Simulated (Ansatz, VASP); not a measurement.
Two plane-wave programs on Sr

```xyz
1
Lattice="0.0000 2.9547 2.9547 2.9547 0.0000 2.9547 2.9547 2.9547 0.0000" Properties=species:S:1:pos:R:3 pbc="T T T"
Sr    0.0000    0.0000    0.0000
```

Alike in both runs: functional PBEsol; k mesh 12 × 12 × 12; occupations gaussian, width 0.1 eV; no spin polarisation.

Ansatz relaxed the structure, and its values are those at the end. VASP's run is a single point on that final structure, the one shown.

|  | VASP | Ansatz |
| --- | --- | --- |
| version | VASP 6.6.1 | Ansatz 0.2.0 |
| potentials or method | VASP PAW PBE potentials, release 64 (Sr_sv) | scalar-relativistic, plane waves, PAW |
| plane-wave cutoff (eV) | 520 | 420 |
| valence electrons in the cell | 10 | 10 |

```csv
,VASP,Ansatz,Ansatz less VASP
gap on the k mesh at the Fermi level (eV),none,none,-
pressure (GPa),0.1,0.1,-0.01
```

A gap of «none» marks a metal or a gap that the smearing closes. The functional is the same, so the differences come from potentials, cutoffs and numerics.

Caveats: the PAW data sets were made with another functional, which shifts forces and pressure a little (VASP).
